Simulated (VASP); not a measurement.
# KI (Pm-3m) in VASP: further runs

The runs below take KI through single point, with PBE.

All numbers are computed with VASP 6.6.1; they aren't measurements. Logs are shortened: lines on timing, memory, paths and dates and some standing lists are left out, and cuts for length are marked.

## (1) Starting point

It takes space group Pm-3m (No. 221, cubic). Conventional cell: a = 4.291 Å, b = 4.291 Å, c = 4.291 Å, α = 90.00°, β = 90.00°, γ = 90.00°. I (site symmetry m-3m) has 8 K at 3.72 Å as nearest neighbours. K (site symmetry m-3m) is surrounded by 8 I at 3.72 Å.

Measurements of this composition are mostly on another form, of space group No. 225.

## (2) Single point, PBE

File INCAR:

```
PREC     = Accurate       # precision mode
ENCUT    = 500            # plane-wave cutoff, eV
EDIFF    = 1E-6           # SCF threshold, eV
ISMEAR   = 0              # smearing method
SIGMA    = 0.02           # smearing width, eV
LREAL    = F              # projectors in reciprocal space
LASPH    = T              # aspherical terms in the spheres
NELM     = 100            # most SCF steps
ALGO     = Normal         # electronic algorithm
ISIF     = 2              # what is computed and relaxed
LWAVE    = F              # write WAVECAR
LCHARG   = F              # write CHGCAR
GGA      = PE             # functional
```

File KPOINTS:

```
Automatic mesh
0
Gamma
  3 3 3
```

File POSCAR:

```
KI
1.0
    4.2911966600      0.0000000000      0.0000000000
    0.0000000000      4.2911966600      0.0000000000
    0.0000000000      0.0000000000      4.2911966600
I K
1 1
Direct
    0.5000000000      0.5000000000      0.5000000000
    0.0000000000      0.0000000000      0.0000000000
```

Potentials or basis: VASP PAW PBE potentials, release 64 (I_GW, K_sv_GW).

Run with:

```
$ cat potpaw_PBE.64/I_GW/POTCAR potpaw_PBE.64/K_sv_GW/POTCAR > POTCAR
$ mpirun -np 1 vasp_std > vasp.out
```

OUTCAR:

```text
PREC = Accurate
   ENCUT = 500
   EDIFF = 1E-6
   ISMEAR = 0
   LREAL = F
   LASPH = T
   NELM = 100
   ISIF = 2
   GGA = PE

 ion  position               nearest neighbor table
   1  0.500  0.500  0.500-
   2  0.000  0.000  0.000-

  LATTYP: Found a simple cubic cell.
 ALAT       =     4.2911966600

  Lattice vectors:

 A1 = (   4.2911966600,   0.0000000000,   0.0000000000)
 A2 = (   0.0000000000,   4.2911966600,   0.0000000000)
 A3 = (   0.0000000000,   0.0000000000,   4.2911966600)

Analysis of symmetry for initial positions (statically):
=====================================================================
 Subroutine PRICEL returns:
 Original cell was already a primitive cell.

 Routine SETGRP: Setting up the symmetry group for a
 simple cubic supercell.

 Subroutine GETGRP returns: Found 48 space group operations
 (whereof 48 operations were pure point group operations)
 out of a pool of 48 trial point group operations.

The static configuration has the point symmetry O_h .

Analysis of symmetry for dynamics (positions and initial velocities):
=====================================================================
 Subroutine PRICEL returns:
 Original cell was already a primitive cell.

 Routine SETGRP: Setting up the symmetry group for a
 simple cubic supercell.

 Subroutine GETGRP returns: Found 48 space group operations
 (whereof 48 operations were pure point group operations)
 out of a pool of 48 trial point group operations.

The dynamic configuration has the point symmetry O_h .

 Subroutine INISYM returns: Found 48 space group operations
 (whereof 48 operations are pure point group operations),
 and found     1 'primitive' translations

----------------------------------------------------------------------------------------

                                     Primitive cell

  volume of cell :      79.0197

  direct lattice vectors                    reciprocal lattice vectors
     4.291196660  0.000000000  0.000000000     0.233035230  0.000000000  0.000000000
     0.000000000  4.291196660  0.000000000     0.000000000  0.233035230  0.000000000
     0.000000000  0.000000000  4.291196660     0.000000000  0.000000000  0.233035230

  length of vectors
     4.291196660  4.291196660  4.291196660     0.233035230  0.233035230  0.233035230

  position of ions in fractional coordinates (direct lattice)
     0.500000000  0.500000000  0.500000000
     0.000000000  0.000000000  0.000000000

  ion indices of the primitive-cell ions
   primitive index   ion index
                 1           1
                 2           2

----------------------------------------------------------------------------------------

 KPOINTS: Automatic mesh

Automatic generation of k-mesh.
 Grid dimensions read from file:
 generate k-points for:    3    3    3

 Generating k-lattice:

  Cartesian coordinates                     Fractional coordinates (reciprocal lattice)
     0.077678410  0.000000000  0.000000000     0.333333333  0.000000000  0.000000000
     0.000000000  0.077678410  0.000000000     0.000000000  0.333333333  0.000000000
     0.000000000  0.000000000  0.077678410     0.000000000  0.000000000  0.333333333

  Length of vectors
     0.077678410  0.077678410  0.077678410

  Shift w.r.t. Gamma in fractional coordinates (k-lattice)
     0.000000000  0.000000000  0.000000000

 Subroutine IBZKPT returns following result:
 ===========================================

 Found      4 irreducible k-points:

 Following reciprocal coordinates:
            Coordinates               Weight
  0.000000  0.000000  0.000000      1.000000
  0.333333  0.000000  0.000000      6.000000
  0.333333  0.333333  0.000000     12.000000
  0.333333  0.333333  0.333333      8.000000
   k-points           NKPTS =      4   k-points in BZ     NKDIM =      4   number of bands    NBANDS=     12
   number of dos      NEDOS =    301   number of ions     NIONS =      2
   total plane-waves  NPLWV =  32768
   dimension x,y,z NGX =    32 NGY =   32 NGZ =   32
   dimension x,y,z NGXF=    64 NGYF=   64 NGZF=   64
   ions per type =               1   1
   NGX,Y,Z   is equivalent  to a cutoff of  12.40, 12.40, 12.40 a.u.
   NGXF,Y,Z  is equivalent  to a cutoff of  24.79, 24.79, 24.79 a.u.
 SYSTEM =  unknown system
   PREC   = accura    normal or accurate (medium, high low for compatibility)
   ISTART =      0    job   : 0-new  1-cont  2-samecut
   ICHARG =      2    charge: 1-file 2-atom 10-const
   ISPIN  =      1    spin polarized calculation?
   LNONCOLLINEAR =      F non collinear calculations
   LSORBIT =      F    spin-orbit coupling
   LASPH  =      T    aspherical Exc in radial PAW
   ENCUT  =  500.0 eV  36.75 Ry    6.06 a.u.   7.82  7.82  7.82*2*pi/ulx,y,z
   NELM   =    100;   NELMIN=  2; NELMDL= -5     # of ELM steps
   EDIFF  = 0.1E-05   stopping-criterion for ELM
   LREAL  =      F    real-space projection
   EDIFFG = 0.1E-04   stopping-criterion for IOM
   NSW    =      0    number of steps for IOM
   IBRION =     -1    ionic relax: 0-MD 1-quasi-New 2-CG
   NFREE  =      0    steps in history (QN), initial steepest desc. (CG)
   ISIF   =      2    stress and relaxation
   ISYM   =      2    0-nonsym 1-usesym 2-fastsym
   POTIM  = 0.5000    time-step for ionic-motion
   TEBEG  =    0.0;   TEEND  =   0.0 temperature during run
   PSTRESS=    0.0 pullay stress
   NELECT =      16.0000    total number of electrons
   NUPDOWN=      -1.0000    fix difference up-down
   EMIN   =  10.00;   EMAX   =-10.00  energy-range for DOS
   EFERMI =   0.00;   METHOD = LEGACY
   ISMEAR =     0;   SIGMA  =   0.02  broadening in eV -4-tet -1-fermi 0-gaus
   EFERMI_NEDOS =   21; number of points for ismear=-14 and -15
   IALGO  =     38    algorithm
   IMIX   =      4    mixing-type and parameters
     AMIX     =   0.40;   BMIX     =  1.00
     AMIX_MAG =   1.60;   BMIX_MAG =  1.00
  volume/ion in A,a.u.               =      39.51       266.63
  Fermi-wavevector in a.u.,A,eV,Ry     =   0.961324  1.816639 12.573738  0.924144
  Thomas-Fermi vector in A             =   2.090686
   LORBIT       =      0    0 simple, 1 ext, 2 COOP (PROOUT), +10 PAW based schemes
   GGA     = PE    functional components
   LHFCALC =     F    Hartree Fock is set to
   AEXX    =    0.0000 exact exchange contribution
   IVDW    =     0    specifies the selected vdW correction
   LEPSILON=     F    determine dielectric tensor
   LRPA    =     F    only Hartree local field effects (RPA)
 non-spin polarized calculation
 Gauss-broadening in eV      SIGMA  =   0.02
  energy-cutoff  :      500.00
  volume of cell :       79.02
 maximum number of plane-waves:      2016
 NGX is ok and might be reduce to    32
   NGX = 15   NGY = 15   NGZ = 15

 number of electron      16.0000002 magnetization

 Free energy of the ion-electron system (eV)
  ---------------------------------------------------
  ext. energy  EPLUGINS =         0.00000000
  ---------------------------------------------------
  free energy    TOTEN  =        -7.83903645 eV

  energy without entropy =       -7.83903645  energy(sigma->0) =       -7.83903645

 E-fermi :   1.9640     XC(G=0):  -7.6977

 val. band max:        1.8117512634   @ k =   0.3333   0.3333   0.0000
 cond. band min:       5.2551141725   @ k =   0.0000   0.0000   0.0000
 fundamental gap:      3.4433629091
 Fermi energy:         1.9639618714

 k-point     1 :       0.0000    0.0000    0.0000
  band No.  band energies     occupation
      1     -27.4653      2.00000
      2     -10.9179      2.00000
      3     -10.9179      2.00000
      4     -10.9179      2.00000
      5      -9.2036      2.00000
      6       1.5867      2.00000
      7       1.5867      2.00000
      8       1.5867      2.00000
      9       5.2551      0.00000
     10       6.7004      0.00000
     11       6.7004      0.00000
     12      10.2847      0.00000

 k-point     2 :       0.3333    0.0000    0.0000
  band No.  band energies     occupation
      1     -27.4618      2.00000
      2     -11.0412      2.00000
      3     -10.9094      2.00000
      4     -10.9094      2.00000
      5      -8.9779      2.00000
      6       0.0251      2.00000
      7       1.6426      2.00000
      8       1.6426      2.00000
      9       6.7781      0.00000
     10       7.4714      0.00000
     11       8.6372      0.00000
     12       9.9813      0.00000

 k-point     3 :       0.3333    0.3333    0.0000
  band No.  band energies     occupation
      1     -27.4584      2.00000
      2     -11.0066      2.00000
      3     -10.9799      2.00000
      4     -10.9025      2.00000
      5      -8.8959      2.00000
      6       0.2923      2.00000
      7       0.4898      2.00000
      8       1.8118      2.00000
      9       6.7176      0.00000
     10       7.5515      0.00000
     11       9.0247      0.00000
     12       9.5890      0.00000

 k-point     4 :       0.3333    0.3333    0.3333
  band No.  band energies     occupation
      1     -27.4551      2.00000
      2     -10.9820      2.00000
      3     -10.9675      2.00000
      4     -10.9675      2.00000
      5      -8.7980      2.00000
      6       0.5376      2.00000
      7       0.5480      2.00000
      8       0.5480      2.00000
      9       7.3034      0.00000
     10       7.8327      0.00000
     11       7.8327      0.00000
     12       9.5310      0.00000

------------------------ aborting loop because EDIFF is reached ----------------------------------------

  FORCE on cell =-STRESS in cart. coord.  units (eV):
  Direction    XX          YY          ZZ          XY          YZ          ZX
  --------------------------------------------------------------------------------------
  -------------------------------------------------------------------------------------
  Total        0.3574963      0.3574963      0.3574963      0.0000000     -0.0000000      0.0000000
  in kB        7.2484790      7.2484790      7.2484790      0.0000000     -0.0000000      0.0000000
  external PRESSURE =       7.2484790 kB  Pullay stress =       0.0000000 kB

 VOLUME and BASIS-vectors are now :
 -----------------------------------------------------------------------------
  energy-cutoff  :      500.00
  volume of cell :       79.02
      direct lattice vectors                 reciprocal lattice vectors
     4.291196660  0.000000000  0.000000000     0.233035230  0.000000000  0.000000000
     0.000000000  4.291196660  0.000000000     0.000000000  0.233035230  0.000000000
     0.000000000  0.000000000  4.291196660     0.000000000  0.000000000  0.233035230

 POSITION                                       TOTAL-FORCE (eV/Angst)
 -----------------------------------------------------------------------------------
      2.14560      2.14560      2.14560         0.000000      0.000000      0.000000
      0.00000      0.00000      0.00000         0.000000      0.000000      0.000000
 -----------------------------------------------------------------------------------
    total drift:                                0.000000      0.000000     -0.000000

  FREE ENERGIE OF THE ION-ELECTRON SYSTEM (eV)
  ---------------------------------------------------
  free  energy   TOTEN  =        -7.8390364543 eV

  energy  without entropy=       -7.8390364543  energy(sigma->0) =       -7.83903645
```

Run time: 5.2 s. Hardware: 1 thread of Intel Xeon 6975P-C (Granite Rapids), shared host; peak memory 0.17 GiB.

Results:

* Free energy: -7.8390 eV
* Pressure: 0.7 GPa
* Band gap on the k mesh: 3.44 eV, indirect (least direct gap 3.67 eV)

Levels at points of the mesh, in eV from the valence-band top:
| k point | band 6 | band 7 | band 8 | band 9 | band 10 | band 11 |
| --- | --- | --- | --- | --- | --- | --- |
| (0.00, 0.00, 0.00) | -0.23 | -0.23 | -0.23 | 3.44 | 4.89 | 4.89 |

Caveat: the k mesh is coarse (spacing up to 0.49 Å⁻¹), so the values aren't converged; spin-orbit coupling is left out, which moves the levels of the heavy elements; an odd mesh through Γ misses points on the zone boundary, where band edges often lie.

## (3) Single point, PBE

File INCAR:

```
  ALGO = Normal
  EDIFF = 1E-7
  ENCUT = 450
  GGA = PE
  ISIF = 2
  ISMEAR = 0
  LASPH = True
  LCHARG = True
  LELF = True
  LREAL = False
  LVHAR = True
  LWAVE = False
  NELM = 100
  PREC = Accurate
  SIGMA = 0.02
```

File KPOINTS:

```
k-points
0
Gamma
  4 4 4
```

POSCAR is that of step 2.

Potentials or basis: VASP PAW PBE potentials, release 64 (I_GW, K_sv_GW).

Run with:

```
$ cat potpaw_PBE.64/I_GW/POTCAR potpaw_PBE.64/K_sv_GW/POTCAR > POTCAR
$ mpirun -np 1 vasp_std > vasp.out
```

It took 8.6 s on 1 thread of Intel Xeon Platinum 8375C at 2.90GHz (Ice Lake), shared host; peak memory 0.16 GiB.

Results (log left out):

| Quantity | Value |
| --- | --- |
| Free energy | -7.8793 eV |
| Pressure | 0.4 GPa |
| Band gap on the k mesh | 3.32 eV, indirect (least direct gap 3.68 eV) |

Levels at points of the mesh, in eV from the valence-band top:
```tsv
k point	band 4	band 5	band 6	band 7	band 8	band 9	band 10	band 11	band 12
(0.00, 0.00, 0.00)	-12.83	-11.16	-0.36	-0.36	-0.36	3.32	4.77	4.77	8.36
(0.50, 0.00, 0.00)	-12.82	-10.86	-2.29	-0.29	-0.29	5.46	6.17	7.04	7.07
(0.50, 0.50, 0.00)	-12.81	-10.81	-1.71	-1.71	0.00	3.92	5.69	6.80	6.80
(0.50, 0.50, 0.50)	-12.90	-10.64	-1.66	-1.66	-1.66	5.62	5.62	5.62	8.79
```

Caveat: spin-orbit coupling is left out, which moves the levels of the heavy elements.
